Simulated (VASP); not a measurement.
# CdTe (F-43m) in VASP: a series of runs, part 2 of 2

VASP 6.6.1. The steps go on from the part before.

## (3) Electric field gradients, PBEsol (volume scaled by 0.9405, crystal datasets)

INCAR

```
SYSTEM = CdTe
PREC = Accurate
ENCUT = 520
EDIFF = 1E-8
ISMEAR = -1
SIGMA = 0.01
LREAL = .FALSE.
LASPH = .TRUE.
NELM = 80
ALGO = Normal
ISIF = 2
LWAVE = .FALSE.
LCHARG = .FALSE.
GGA = PS
LEFG = .TRUE.
NBANDS = 16
```

KPOINTS

```
regular mesh
0
G
  7 7 7
  0 0 0
```

POSCAR

```
CdTe
1.0
    0.0000000000      3.2156828013      3.2156828013
    3.2156828013      0.0000000000      3.2156828013
    3.2156828013      3.2156828013      0.0000000000
Cd Te
1 1
Direct
    0.0000000000      0.0000000000      0.0000000000
    0.7500000000      0.7500000000      0.7500000000
```

Potentials or basis: VASP PAW PBE potentials, release 64 (Cd, Te).

Launch:

```console
cat potpaw_PBE.64/Cd/POTCAR potpaw_PBE.64/Te/POTCAR > POTCAR
mpirun -np 1 vasp_std > vasp.out
```

OUTCAR:

```text
SYSTEM = CdTe
   PREC = Accurate
   ENCUT = 520
   EDIFF = 1E-8
   ISMEAR = -1
   LREAL = .FALSE.
   LASPH = .TRUE.
   NELM = 80
   ISIF = 2
   GGA = PS

 ion  position               nearest neighbor table
   1  0.000  0.000  0.000-   2 2.78   2 2.78   2 2.78   2 2.78
   2  0.750  0.750  0.750-   1 2.78   1 2.78   1 2.78   1 2.78

  LATTYP: Found a face centered cubic cell.
 ALAT       =     6.4313656026

  Lattice vectors:

 A1 = (   0.0000000000,   3.2156828013,   3.2156828013)
 A2 = (   3.2156828013,   0.0000000000,   3.2156828013)
[... 586 lines left out ...]
  ---------------------------------------------------
  free  energy   TOTEN  =        -5.4793451888 eV

  energy  without entropy=       -5.4793451888  energy(sigma->0) =       -5.47934519

 Electric field gradients (V/A^2)
---------------------------------------------------------------------
 ion       V_xx      V_yy      V_zz      V_xy      V_xz      V_yz
---------------------------------------------------------------------
   1       0.000    -0.000     0.000     0.001     0.001     0.001
   2       0.000     0.000    -0.000    -0.000    -0.000    -0.000
---------------------------------------------------------------------

 Electric field gradients after diagonalization (V/A^2)
 (convention: |V_zz| > |V_xx| > |V_yy|)
----------------------------------------------------------------------
 ion       V_xx      V_yy      V_zz     asymmetry (V_yy - V_xx)/ V_zz
----------------------------------------------------------------------
   1      -0.001    -0.001     0.002       0.000
   2       0.000     0.000    -0.000       0.000
----------------------------------------------------------------------

           NMR quadrupolar parameters

 Cq : quadrupolar parameter    Cq=e*Q*V_zz/h
 eta: asymmetry parameters     (V_yy - V_xx)/ V_zz
 Q  : nuclear electric quadrupole moment in mb (millibarn)
----------------------------------------------------------------------
 ion       Cq(MHz)       eta       Q (mb)
----------------------------------------------------------------------
   1       0.000       0.000       1.000
   2      -0.000       0.000       1.000
----------------------------------------------------------------------
```

Wall time 12 s (1 thread of Intel Xeon 6975P-C (Granite Rapids), shared host); peak memory 0.21 GiB.

Results:

```yaml
Free_energy: -5.4793 eV
Pressure: 1.4 GPa
Band_gap_on_the_k_mesh: 0.73 eV, direct
```

Electric field gradients, principal values (V/Å²):
```tsv
atom	Vxx	Vyy	Vzz
1 Cd	-0.001	-0.001	0.002
2 Te	0.000	0.000	0.000
```

Caveat: the PAW data sets were made with another functional, which shifts forces and pressure a little; spin-orbit coupling is left out, which moves the levels of the heavy elements.

## (4) Electric field gradients, PBE

INCAR

```
ALGO = Normal
EDIFF = 1E-8
ENCUT = 520
GGA = PE
ISIF = 2
ISMEAR = -1
LASPH = True
LCHARG = False
LEFG = True
LREAL = False
LWAVE = False
NBANDS = 16
NELM = 60
PREC = Accurate
SIGMA = 0.01
```

KPOINTS

```
k-points
0
Gamma
  7 7 7
```

POSCAR

```
CdTe
1.0
    0.0000000000      3.2821135562      3.2821135562
    3.2821135562      0.0000000000      3.2821135562
    3.2821135562      3.2821135562      0.0000000000
Cd Te
1 1
Direct
    0.0000000000      0.0000000000      0.0000000000
    0.7500000000      0.7500000000      0.7500000000
```

Potentials or basis: VASP PAW PBE potentials, release 64 (Cd, Te).

Launch:

```console
cat potpaw_PBE.64/Cd/POTCAR potpaw_PBE.64/Te/POTCAR > POTCAR
mpirun -np 1 vasp_std > vasp.out
```

OUTCAR:

```text
EDIFF = 1E-8
   ENCUT = 520
   GGA = PE
   ISIF = 2
   ISMEAR = -1
   LASPH = True
   LREAL = False
   NELM = 60
   PREC = Accurate

 ion  position               nearest neighbor table
   1  0.000  0.000  0.000-   2 2.84   2 2.84   2 2.84   2 2.84
   2  0.750  0.750  0.750-   1 2.84   1 2.84   1 2.84   1 2.84

  LATTYP: Found a face centered cubic cell.
 ALAT       =     6.5642271124

  Lattice vectors:

 A1 = (   0.0000000000,   3.2821135562,   3.2821135562)
 A2 = (   3.2821135562,   0.0000000000,   3.2821135562)
 A3 = (   3.2821135562,   3.2821135562,   0.0000000000)

Analysis of symmetry for initial positions (statically):
=====================================================================
 Subroutine PRICEL returns:
 Original cell was already a primitive cell.

 Routine SETGRP: Setting up the symmetry group for a
 face centered cubic supercell.

 Subroutine GETGRP returns: Found 24 space group operations
[... 560 lines left out ...]
  volume of cell :       70.71
      direct lattice vectors                 reciprocal lattice vectors
     0.000000000  3.282113556  3.282113556    -0.152340859  0.152340859  0.152340859
     3.282113556  0.000000000  3.282113556     0.152340859 -0.152340859  0.152340859
     3.282113556  3.282113556  0.000000000     0.152340859  0.152340859 -0.152340859

 POSITION                                       TOTAL-FORCE (eV/Angst)
 -----------------------------------------------------------------------------------
      0.00000      0.00000      0.00000        -0.000000     -0.000000     -0.000000
      4.92317      4.92317      4.92317         0.000000      0.000000      0.000000
 -----------------------------------------------------------------------------------
    total drift:                                0.000000      0.000000      0.000000

  FREE ENERGIE OF THE ION-ELECTRON SYSTEM (eV)
  ---------------------------------------------------
  free  energy   TOTEN  =        -4.8045316261 eV

  energy  without entropy=       -4.8045316261  energy(sigma->0) =       -4.80453163

 Electric field gradients (V/A^2)
---------------------------------------------------------------------
 ion       V_xx      V_yy      V_zz      V_xy      V_xz      V_yz
---------------------------------------------------------------------
   1       0.000    -0.000    -0.000     0.002     0.002     0.002
   2       0.000     0.000     0.000    -0.000    -0.000    -0.000
---------------------------------------------------------------------

 Electric field gradients after diagonalization (V/A^2)
 (convention: |V_zz| > |V_xx| > |V_yy|)
----------------------------------------------------------------------
 ion       V_xx      V_yy      V_zz     asymmetry (V_yy - V_xx)/ V_zz
----------------------------------------------------------------------
   1      -0.002    -0.002     0.004       0.000
   2       0.000     0.000    -0.000       0.000
----------------------------------------------------------------------

           NMR quadrupolar parameters

 Cq : quadrupolar parameter    Cq=e*Q*V_zz/h
 eta: asymmetry parameters     (V_yy - V_xx)/ V_zz
 Q  : nuclear electric quadrupole moment in mb (millibarn)
----------------------------------------------------------------------
 ion       Cq(MHz)       eta       Q (mb)
----------------------------------------------------------------------
   1       0.000       0.000       1.000
   2      -0.000       0.000       1.000
----------------------------------------------------------------------
```

OSZICAR:

```text
N       E                     dE             d eps       ncg     rms          rms(c)
DAV:   1     0.979586223866E+02    0.97959E+02   -0.81589E+03   640   0.963E+02
DAV:   2    -0.153558382709E+01   -0.99494E+02   -0.95223E+02   760   0.233E+02
DAV:   3    -0.500259055775E+01   -0.34670E+01   -0.34621E+01   776   0.457E+01
DAV:   4    -0.503691761037E+01   -0.34327E-01   -0.34325E-01   976   0.388E+00
DAV:   5    -0.503699837316E+01   -0.80763E-04   -0.80763E-04   816   0.178E-01    0.519E+00
DAV:   6    -0.481833957569E+01    0.21866E+00   -0.37335E-01   736   0.711E+00    0.431E+00
DAV:   7    -0.480315023657E+01    0.15189E-01   -0.10428E-01   776   0.206E+00    0.168E+00
DAV:   8    -0.480409014297E+01   -0.93991E-03   -0.10119E-02   704   0.113E+00    0.456E-01
DAV:   9    -0.480443454417E+01   -0.34440E-03   -0.96044E-04   792   0.315E-01    0.101E-01
DAV:  10    -0.480449068852E+01   -0.56144E-04   -0.10888E-04   792   0.101E-01    0.555E-02
DAV:  11    -0.480453248437E+01   -0.41796E-04   -0.82152E-05   760   0.553E-02    0.379E-02
DAV:  12    -0.480453158766E+01    0.89671E-06   -0.32268E-06   744   0.135E-02    0.225E-02
DAV:  13    -0.480453138121E+01    0.20645E-06   -0.56518E-07   808   0.349E-03    0.141E-02
DAV:  14    -0.480453146245E+01   -0.81243E-07   -0.10192E-06   736   0.578E-03    0.656E-03
DAV:  15    -0.480453147852E+01   -0.16071E-07   -0.81256E-08   832   0.237E-03    0.380E-03
DAV:  16    -0.480453162229E+01   -0.14377E-06   -0.18438E-08   744   0.699E-04    0.766E-04
DAV:  17    -0.480453162611E+01   -0.38171E-08   -0.21366E-09   528   0.272E-04
   1 F= -.48045316E+01 E0= -.48045316E+01  d E =-.101703E-12
```

It took 38 s on 1 thread of Intel Xeon Platinum 8375C at 2.90GHz (Ice Lake), shared host; peak memory 0.21 GiB.

What came out:

```
Free energy            : -4.8045 eV
Pressure               : 1.0 GPa
Band gap on the k mesh : 0.66 eV, direct
```

Electric field gradients, principal values (V/Å²):
```tsv
atom	Vxx	Vyy	Vzz
1 Cd	-0.002	-0.002	0.004
2 Te	0.000	0.000	0.000
```

Caveat: spin-orbit coupling is left out, which moves the levels of the heavy elements.

## (5) Overview

| level | cell | gap on the mesh (eV) | pressure (GPa) |
| --- | --- | --- | --- |
| PBEsol | as given | 0.55 | -1.2 |
| PBEsol | volume scaled by 0.9405, crystal datasets | 0.73 | 1.4 |
| PBE | as given | 0.66 | 1.0 |

Alike in all rows: task electric field gradients; potentials or basis VASP PAW PBE potentials, release 64 (Cd, Te); no spin polarisation; k mesh 7 × 7 × 7; cutoff (eV) 520; smearing fermi-dirac 0.01 eV.

Caveats: spin-orbit coupling is left out, which moves the levels of the heavy elements; the PAW data sets were made with another functional, which shifts forces and pressure a little (some runs).

Absolute energies hang on the potentials; compare differences alone.

## (6) How close it comes

Step 2. A measured gap of CdTe is 1.607 eV (0 K; a printed reference work, data compilation); the calculated 0.55 eV misses it by -1.06 eV. So large a miss can be the level of theory's own, or it may mean another phase, state or a wrong row. Spin-orbit coupling on Cd, Te is left out. The value is that of PBEsol, without temperature or zero-point motion. Semilocal functionals fall short of measured gaps as a rule. The cell is a database's relaxed one, not the measured one, which moves gaps too.

Step 4. Against the measured gap of CdTe, 1.607 eV (0 K; a printed reference work, data compilation), the calculated 0.66 eV is off by -0.95 eV. Spin-orbit coupling on Cd, Te is left out. The value is that of PBE, without temperature or zero-point motion. Semilocal functionals fall short of measured gaps as a rule. The cell is a database's relaxed one, not the measured one, which moves gaps too.
